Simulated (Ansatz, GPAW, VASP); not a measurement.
Al: programs and potentials compared

```
Al
1.0
     0.00000    2.02481    2.02481
     2.02481    0.00000    2.02481
     2.02481    2.02481    0.00000
Al
1
Cartesian
  0.0000 0.0000 0.0000
```

Alike in all runs: task single point; functional PBE; k mesh 11 × 11 × 11; occupations gaussian, width 0.028 eV; no spin polarisation; no spin-orbit coupling. Pressure is positive in compression and, in plane waves, holds the error of the finite cutoff.

| program and potentials | plane-wave cutoff (eV) | notes | pressure (GPa) |
| --- | --- | --- | --- |
| VASP, PBE PAW files Al, 520 eV | 520 | - | -0.51 |
| Ansatz, all-electron LAPW, scalar-relativistic | - | - | -0.48 |
| GPAW, GPAW PAW data sets (gpaw-data 1.2.1) | 600 | - | -0.35 |

The pressure spans -0.51 (VASP, PBE PAW files Al, 520 eV) to -0.35 GPa (GPAW, GPAW PAW data sets (gpaw-data 1.2.1)), with all-electron results at -0.48.

Differences between rows come from potentials, basis sets and numerical settings, since the functional is the same but for its coding. Runs on potential files found faulty are left out.
